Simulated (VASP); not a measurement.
# AgI (F-43m) in VASP: settings compared

One crystal, AgI, is run at these levels: PBE, BLYP; tasks: single point.

Program: VASP 6.6.1. These are calculated values, not measurements. Logs are shortened: lines on timing, memory, paths and dates and some standing lists are left out, and cuts for length are marked.

**1. The crystal as given**

It takes space group F-43m (No. 216, cubic). The conventional cell has a = 6.564 Å, b = 6.564 Å, c = 6.564 Å, α = 90.00°, β = 90.00°, γ = 90.00°. Ag (site symmetry -43m) has 4 I at 2.84 Å as nearest neighbours. Around I (site symmetry -43m) lie 4 Ag at 2.84 Å.

Measurements of this composition are mostly on another form, of space group No. 229.

**2. Single point, PBE**

Input file INCAR:

```
PREC = Accurate ; ENCUT = 520
EDIFF = 1E-7 ; ISMEAR = 0
SIGMA = 0.1 ; LREAL = F
LASPH = T ; NELM = 80
ALGO = Normal ; ISIF = 2
LWAVE = F ; LCHARG = F
GGA = PE ; NBANDS = 16
```

Input file KPOINTS:

```
Automatic mesh
0
Gamma
  4 4 4
```

Input file POSCAR:

```
AgI
1.0
    0.0000000000      3.2820957782      3.2820957782
    3.2820957782      0.0000000000      3.2820957782
    3.2820957782      3.2820957782      0.0000000000
Ag I
1 1
Direct
    0.0000000000      0.0000000000      0.0000000000
    0.7500000000      0.7500000000      0.7500000000
```

Potentials or basis: VASP PAW PBE potentials, release 64 (Ag, I).

Command:

```console
> cat potpaw_PBE.64/Ag/POTCAR potpaw_PBE.64/I/POTCAR > POTCAR
> mpirun -np 1 vasp_std > vasp.out
```

OUTCAR:

```text
PREC = Accurate
   ENCUT = 520
   EDIFF = 1E-7
   ISMEAR = 0
   LREAL = F
   LASPH = T
   NELM = 80
   ISIF = 2
   GGA = PE

 ion  position               nearest neighbor table
   1  0.000  0.000  0.000-   2 2.84   2 2.84   2 2.84   2 2.84
   2  0.750  0.750  0.750-   1 2.84   1 2.84   1 2.84   1 2.84

  LATTYP: Found a face centered cubic cell.
 ALAT       =     6.5641915564

  Lattice vectors:

 A1 = (   0.0000000000,   3.2820957782,   3.2820957782)
 A2 = (   3.2820957782,   0.0000000000,   3.2820957782)
 A3 = (   3.2820957782,   3.2820957782,   0.0000000000)

Analysis of symmetry for initial positions (statically):
=====================================================================
 Subroutine PRICEL returns:
 Original cell was already a primitive cell.

 Routine SETGRP: Setting up the symmetry group for a
 face centered cubic supercell.

 Subroutine GETGRP returns: Found 24 space group operations
 (whereof 24 operations were pure point group operations)
 out of a pool of 48 trial point group operations.

The static configuration has the point symmetry T_d .

Analysis of symmetry for dynamics (positions and initial velocities):
=====================================================================
 Subroutine PRICEL returns:
 Original cell was already a primitive cell.

 Routine SETGRP: Setting up the symmetry group for a
 face centered cubic supercell.

 Subroutine GETGRP returns: Found 24 space group operations
 (whereof 24 operations were pure point group operations)
 out of a pool of 48 trial point group operations.

The dynamic configuration has the point symmetry T_d .

 Subroutine INISYM returns: Found 24 space group operations
 (whereof 24 operations are pure point group operations),
 and found     1 'primitive' translations

----------------------------------------------------------------------------------------

                                     Primitive cell

  volume of cell :      70.7105

  direct lattice vectors                    reciprocal lattice vectors
     0.000000000  3.282095778  3.282095778    -0.152341685  0.152341685  0.152341685
     3.282095778  0.000000000  3.282095778     0.152341685 -0.152341685  0.152341685
     3.282095778  3.282095778  0.000000000     0.152341685  0.152341685 -0.152341685

  length of vectors
     4.641584363  4.641584363  4.641584363     0.263863538  0.263863538  0.263863538

  position of ions in fractional coordinates (direct lattice)
     0.000000000  0.000000000  0.000000000
     0.750000000  0.750000000  0.750000000

  ion indices of the primitive-cell ions
   primitive index   ion index
                 1           1
                 2           2

----------------------------------------------------------------------------------------

 KPOINTS: Automatic mesh

Automatic generation of k-mesh.
 Grid dimensions read from file:
 generate k-points for:    4    4    4

 Generating k-lattice:

  Cartesian coordinates                     Fractional coordinates (reciprocal lattice)
    -0.038085421  0.038085421  0.038085421     0.250000000  0.000000000  0.000000000
     0.038085421 -0.038085421  0.038085421     0.000000000  0.250000000  0.000000000
     0.038085421  0.038085421 -0.038085421     0.000000000  0.000000000  0.250000000

  Length of vectors
     0.065965884  0.065965884  0.065965884

  Shift w.r.t. Gamma in fractional coordinates (k-lattice)
     0.000000000  0.000000000  0.000000000

 Subroutine IBZKPT returns following result:
 ===========================================

 Found      8 irreducible k-points:

 Following reciprocal coordinates:
            Coordinates               Weight
  0.000000  0.000000  0.000000      1.000000
  0.250000  0.000000  0.000000      8.000000
  0.500000  0.000000  0.000000      4.000000
  0.250000  0.250000  0.000000      6.000000
  0.500000  0.250000  0.000000     24.000000
 -0.250000  0.250000  0.000000     12.000000
  0.500000  0.500000  0.000000      3.000000
 -0.250000  0.500000  0.250000      6.000000
   k-points           NKPTS =      8   k-points in BZ     NKDIM =      8   number of bands    NBANDS=     16
   number of dos      NEDOS =    301   number of ions     NIONS =      2
   total plane-waves  NPLWV =  46656
   dimension x,y,z NGX =    36 NGY =   36 NGZ =   36
   dimension x,y,z NGXF=    72 NGYF=   72 NGZF=   72
   ions per type =               1   1
   NGX,Y,Z   is equivalent  to a cutoff of  12.89, 12.89, 12.89 a.u.
   NGXF,Y,Z  is equivalent  to a cutoff of  25.79, 25.79, 25.79 a.u.
 SYSTEM =  unknown system
   PREC   = accura    normal or accurate (medium, high low for compatibility)
   ISTART =      0    job   : 0-new  1-cont  2-samecut
   ICHARG =      2    charge: 1-file 2-atom 10-const
   ISPIN  =      1    spin polarized calculation?
   LNONCOLLINEAR =      F non collinear calculations
   LSORBIT =      F    spin-orbit coupling
   LASPH  =      T    aspherical Exc in radial PAW
   ENCUT  =  520.0 eV  38.22 Ry    6.18 a.u.   8.63  8.63  8.63*2*pi/ulx,y,z
   NELM   =     80;   NELMIN=  2; NELMDL= -5     # of ELM steps
   EDIFF  = 0.1E-06   stopping-criterion for ELM
   LREAL  =      F    real-space projection
   EDIFFG = 0.1E-05   stopping-criterion for IOM
   NSW    =      0    number of steps for IOM
   IBRION =     -1    ionic relax: 0-MD 1-quasi-New 2-CG
   NFREE  =      0    steps in history (QN), initial steepest desc. (CG)
   ISIF   =      2    stress and relaxation
   ISYM   =      2    0-nonsym 1-usesym 2-fastsym
   POTIM  = 0.5000    time-step for ionic-motion
   TEBEG  =    0.0;   TEEND  =   0.0 temperature during run
   PSTRESS=    0.0 pullay stress
   NELECT =      18.0000    total number of electrons
   NUPDOWN=      -1.0000    fix difference up-down
   EMIN   =  10.00;   EMAX   =-10.00  energy-range for DOS
   EFERMI =   0.00;   METHOD = LEGACY
   ISMEAR =     0;   SIGMA  =   0.10  broadening in eV -4-tet -1-fermi 0-gaus
   EFERMI_NEDOS =   21; number of points for ismear=-14 and -15
   IALGO  =     38    algorithm
   IMIX   =      4    mixing-type and parameters
     AMIX     =   0.40;   BMIX     =  1.00
     AMIX_MAG =   1.60;   BMIX_MAG =  1.00
  volume/ion in A,a.u.               =      35.36       238.59
  Fermi-wavevector in a.u.,A,eV,Ry     =   1.037539  1.960664 14.646496  1.076487
  Thomas-Fermi vector in A             =   2.171981
   LORBIT       =      0    0 simple, 1 ext, 2 COOP (PROOUT), +10 PAW based schemes
   GGA     = PE    functional components
   LHFCALC =     F    Hartree Fock is set to
   AEXX    =    0.0000 exact exchange contribution
   IVDW    =     0    specifies the selected vdW correction
   LEPSILON=     F    determine dielectric tensor
   LRPA    =     F    only Hartree local field effects (RPA)
 non-spin polarized calculation
 Gauss-broadening in eV      SIGMA  =   0.10
  energy-cutoff  :      520.00
  volume of cell :       70.71
 maximum number of plane-waves:      1924
 NGX is ok and might be reduce to    36
   NGX = 17   NGY = 17   NGZ = 17

 number of electron      18.0000001 magnetization

 Free energy of the ion-electron system (eV)
  ---------------------------------------------------
  ext. energy  EPLUGINS =         0.00000000
  ---------------------------------------------------
  free energy    TOTEN  =        -4.77034306 eV

  energy without entropy =       -4.77034306  energy(sigma->0) =       -4.77034306

 E-fermi :   3.2912     XC(G=0):  -8.2759

 val. band max:        2.7896133694   @ k =   0.0000   0.0000   0.0000
 cond. band min:       4.1288349520   @ k =   0.0000   0.0000   0.0000
 fundamental gap:      1.3392215826
 Fermi energy:         3.2911874256

 k-point     1 :       0.0000    0.0000    0.0000
  band No.  band energies     occupation
      1      -9.8356      2.00000
      2      -1.2444      2.00000
      3      -1.2444      2.00000
      4      -1.2444      2.00000
      5      -0.1545      2.00000
      6      -0.1545      2.00000
      7       2.7896      2.00000
      8       2.7896      2.00000
      9       2.7896      2.00000
     10       4.1288      0.00000
     11       8.5897      0.00000
     12       8.5897      0.00000
     13       8.5897      0.00000
     14      11.6907      0.00000
     15      12.7926      0.00000
     16      12.7926      0.00000

 k-point     2 :       0.2500    0.0000    0.0000
  band No.  band energies     occupation
      1      -9.7063      2.00000
      2      -1.2792      2.00000
      3      -1.1581      2.00000
      4      -1.1581      2.00000
      5      -0.1570      2.00000
      6      -0.1570      2.00000
      7       1.1528      2.00000
      8       2.4459      2.00000
      9       2.4459      2.00000
     10       5.3819      0.00000
     11       8.5054      0.00000
     12       9.0270      0.00000
     13       9.0270      0.00000
     14      12.0304      0.00000
     15      12.0304      0.00000
     16      12.2087      0.00000

 k-point     3 :       0.5000    0.0000    0.0000
  band No.  band energies     occupation
      1      -9.5698      2.00000
      2      -1.1414      2.00000
      3      -1.0798      2.00000
      4      -1.0798      2.00000
      5      -0.1265      2.00000
      6      -0.1265      2.00000
      7      -0.0211      2.00000
      8       2.1122      2.00000
      9       2.1122      2.00000
     10       5.5620      0.00000
     11       9.0570      0.00000
     12       9.0570      0.00000
     13       9.9502      0.00000
     14      11.9765      0.00000
     15      13.5974      0.00000
     16      13.5974      0.00000

 k-point     4 :       0.2500    0.2500    0.0000
  band No.  band energies     occupation
      1      -9.6634      2.00000
      2      -1.4014      2.00000
      3      -1.0577      2.00000
      4      -1.0577      2.00000
      5      -0.2106      2.00000
      6      -0.1143      2.00000
      7       1.3599      2.00000
      8       1.9316      2.00000
      9       1.9316      2.00000
     10       6.1321      0.00000
     11       7.1723      0.00000
     12       9.9801      0.00000
     13       9.9801      0.00000
     14      10.2600      0.00000
     15      13.0923      0.00000
     16      14.7899      0.00000

 k-point     5 :       0.5000    0.2500    0.0000
  band No.  band energies     occupation
      1      -9.5271      2.00000
      2      -1.2929      2.00000
      3      -0.9402      2.00000
      4      -0.8950      2.00000
      5      -0.1246      2.00000
      6      -0.1120      2.00000
      7       0.1881      2.00000
      8       1.3165      2.00000
      9       1.6156      2.00000
     10       6.6255      0.00000
     11       7.8683      0.00000
     12       9.5914      0.00000
     13      10.2506      0.00000
     14      12.0374      0.00000
     15      13.7249      0.00000
     16      14.4843      0.00000

 k-point     6 :      -0.2500    0.2500    0.0000
  band No.  band energies     occupation
      1      -9.5723      2.00000
      2      -1.1358      2.00000
      3      -1.1010      2.00000
      4      -1.0477      2.00000
      5      -0.1793      2.00000
      6      -0.1309      2.00000
      7       0.5054      2.00000
      8       1.2479      2.00000
      9       2.1220      2.00000
     10       6.5579      0.00000
     11       8.5485      0.00000
     12       8.8816      0.00000
     13       9.5839      0.00000
     14      11.6836      0.00000
     15      13.1520      0.00000
     16      14.4686      0.00000

 k-point     7 :       0.5000    0.5000    0.0000
  band No.  band energies     occupation
      1      -9.4823      2.00000
      2      -1.5025      2.00000
      3      -0.7623      2.00000
      4      -0.7623      2.00000
      5      -0.0738      2.00000
      6      -0.0416      2.00000
      7       0.2995      2.00000
      8       1.1074      2.00000
      9       1.1074      2.00000
     10       6.4917      0.00000
     11       6.6412      0.00000
     12      11.1888      0.00000
     13      12.3181      0.00000
     14      12.3181      0.00000
     15      13.5254      0.00000
     16      14.5633      0.00000

 k-point     8 :      -0.2500    0.5000    0.2500
  band No.  band energies     occupation
      1      -9.4817      2.00000
      2      -1.1708      2.00000
      3      -0.9681      2.00000
      4      -0.7686      2.00000
      5      -0.2131      2.00000
      6       0.0619      2.00000
      7       0.1321      2.00000
      8       0.7822      2.00000
      9       1.2426      2.00000
     10       7.4676      0.00000
     11       8.0517      0.00000
     12       9.1859      0.00000
     13       9.8970      0.00000
     14      12.6617      0.00000
     15      14.3591      0.00000
     16      14.3634      0.00000

------------------------ aborting loop because EDIFF is reached ----------------------------------------

  FORCE on cell =-STRESS in cart. coord.  units (eV):
  Direction    XX          YY          ZZ          XY          YZ          ZX
  --------------------------------------------------------------------------------------
  -------------------------------------------------------------------------------------
  Total        0.3902726      0.3902726      0.3902726      0.0000000      0.0000000     -0.0000000
  in kB        8.8429027      8.8429027      8.8429027      0.0000000      0.0000000     -0.0000000
  external PRESSURE =       8.8429027 kB  Pullay stress =       0.0000000 kB

 VOLUME and BASIS-vectors are now :
 -----------------------------------------------------------------------------
  energy-cutoff  :      520.00
  volume of cell :       70.71
      direct lattice vectors                 reciprocal lattice vectors
     0.000000000  3.282095778  3.282095778    -0.152341685  0.152341685  0.152341685
     3.282095778  0.000000000  3.282095778     0.152341685 -0.152341685  0.152341685
     3.282095778  3.282095778  0.000000000     0.152341685  0.152341685 -0.152341685

 POSITION                                       TOTAL-FORCE (eV/Angst)
 -----------------------------------------------------------------------------------
      0.00000      0.00000      0.00000        -0.000000     -0.000000     -0.000000
      4.92314      4.92314      4.92314         0.000000      0.000000      0.000000
 -----------------------------------------------------------------------------------
    total drift:                               -0.000000     -0.000000     -0.000000

  FREE ENERGIE OF THE ION-ELECTRON SYSTEM (eV)
  ---------------------------------------------------
  free  energy   TOTEN  =        -4.7703430589 eV

  energy  without entropy=       -4.7703430589  energy(sigma->0) =       -4.77034306
```

Wall time 6.5 s (1 thread of Intel Xeon 6975P-C (Granite Rapids), shared host); peak memory 0.2 GiB.

Results:

| Property | Result |
| --- | --- |
| Free energy | -4.7703 eV |
| Pressure | 0.9 GPa |
| Band gap on the k mesh | 1.34 eV, direct |

Caveat: spin-orbit coupling is left out, which moves the levels of the heavy elements. A hybrid or GW would open this gap; PBE tends to underestimate it.

**3. Single point, BLYP, non-collinear spin, zero start, spin-orbit coupling**

Input file INCAR:

```
PREC     = Accurate       # precision mode
ENCUT    = 520            # plane-wave cutoff, eV
EDIFF    = 1E-6           # SCF threshold, eV
ISMEAR   = 0              # smearing method
SIGMA    = 0.1            # smearing width, eV
LREAL    = F              # projectors in reciprocal space
LASPH    = T              # aspherical terms in the spheres
NELM     = 150            # most SCF steps
ALGO     = Fast           # electronic algorithm
ISIF     = 2              # what is computed and relaxed
LWAVE    = F              # write WAVECAR
LCHARG   = T              # write CHGCAR
MAGMOM   = 0 0 0 0 0 0    # initial moments
LORBIT   = 11             # projections on sites
LSORBIT  = T              # spin-orbit coupling
GGA_COMPAT= F            
LORBMOM  = T            
LMAXMIX  = 4              # l up to which the mixer works
GGA      = B5             # functional
ALDAX    = 1.0          
AGGAX    = 1.0          
AGGAC    = 1.0          
ALDAC    = 0.0          
LVHAR    = T            
NBANDS   = 30             # bands
```

Input file KPOINTS:

```
Automatic mesh
0
Gamma
  1 1 1
  0.25 0.25 0.25
```

POSCAR is that of step 2.

Potentials or basis: VASP PAW PBE potentials, release 64 (Ag, I).

Command:

```console
> cat potpaw_PBE.64/Ag/POTCAR potpaw_PBE.64/I/POTCAR > POTCAR
> mpirun -np 1 vasp_ncl > vasp.out
```

OUTCAR:

```text
PREC = Accurate
   ENCUT = 520
   EDIFF = 1E-6
   ISMEAR = 0
   LREAL = F
   LASPH = T
   NELM = 150
   ISIF = 2
   LORBIT = 11
   LSORBIT = T
   GGA = B5

 ion  position               nearest neighbor table
   1  0.000  0.000  0.000-   2 2.84   2 2.84   2 2.84   2 2.84
   2  0.750  0.750  0.750-   1 2.84   1 2.84   1 2.84   1 2.84

  LATTYP: Found a face centered cubic cell.
 ALAT       =     6.5641915564

  Lattice vectors:

 A1 = (   0.0000000000,   3.2820957782,   3.2820957782)
 A2 = (   3.2820957782,   0.0000000000,   3.2820957782)
 A3 = (   3.2820957782,   3.2820957782,   0.0000000000)

[... 335 lines left out ...]
    -0.0000494    -0.0000124     0.0000000    -0.0000124     0.0000000
 l=   3
     0.0000000     0.0000000     0.0000000     0.0000000     0.0000000     0.0000000     0.0000000
     0.0000000     0.0000000     0.0000000     0.0000000     0.0000000     0.0000000     0.0000000
     0.0000000     0.0000000     0.0000000     0.0000000     0.0000000     0.0000000     0.0000000
     0.0000000     0.0000000     0.0000000     0.0000000     0.0000000     0.0000000     0.0000000
     0.0000000     0.0000000     0.0000000     0.0000000     0.0000000     0.0000000     0.0000000
     0.0000000     0.0000000     0.0000000     0.0000000     0.0000000     0.0000000     0.0000000
     0.0000000     0.0000000     0.0000000     0.0000000     0.0000000     0.0000000     0.0000000

 total charge

# of ion       s       p       d       tot
------------------------------------------
    1        0.244   0.174   9.384   9.801
    2        1.481   2.963   0.026   4.471
--------------------------------------------------
tot          1.726   3.137   9.410  14.272

 magnetization (x)

# of ion       s       p       d       tot
------------------------------------------
    1       -0.000  -0.000   0.000  -0.000
    2        0.000   0.000  -0.000  -0.000
--------------------------------------------------
tot         -0.000   0.000   0.000  -0.000

 magnetization (y)

# of ion       s       p       d       tot
------------------------------------------
    1       -0.000  -0.000   0.000  -0.000
    2        0.000   0.000   0.000   0.000
--------------------------------------------------
tot         -0.000   0.000   0.000  -0.000

 magnetization (z)

# of ion       s       p       d       tot
------------------------------------------
    1        0.000  -0.000  -0.000   0.000
    2        0.000   0.000  -0.000  -0.000
--------------------------------------------------
tot          0.000  -0.000  -0.000   0.000
```

stdout:

```text
POSCAR found type information on POSCAR AgI
 POSCAR found :  2 types and       2 ions
 scaLAPACK will be used
 -----------------------------------------------------------------------------
|                                                                             |
|                                                                             |
|     You enforced a specific xc type in the INCAR file but a different       |
|     I HOPE YOU KNOW WHAT YOU ARE DOING!                                     |
|                                                                             |
 -----------------------------------------------------------------------------

 LDA part: xc-table for (Slater(with rela. corr.)+VWN5), standard interpolation
 POSCAR, INCAR and KPOINTS ok, starting setup
 FFT: planning ... GRIDC
 FFT: planning ... GRID_SOFT
 FFT: planning ... GRID
 WAVECAR not read
 entering main loop
```

Wall time 26 s (1 thread of Intel Xeon 6975P-C (Granite Rapids), shared host); peak memory 0.37 GiB.

What came out:

| Item | Value |
| --- | --- |
| Free energy | -0.7088 eV |
| Pressure | 16.4 GPa |
| Net moment | 0.00 μB per cell |
| Valence electrons inside the program's atomic spheres | Ag 9.80; I 4.47 |

Moments on the atoms (μB; x, y, z):
```
Ag  0.00 0.00 0.00
I   0.00 0.00 0.00
```

Caveat: the k mesh is coarse (spacing up to 1.66 Å⁻¹), so the values aren't converged; so large a pressure means that the cell lies far from this level's equilibrium, or that cutoff or potentials fall short; the potentials were made for another functional, which shifts forces and pressure.

[end of part 1 of 2]
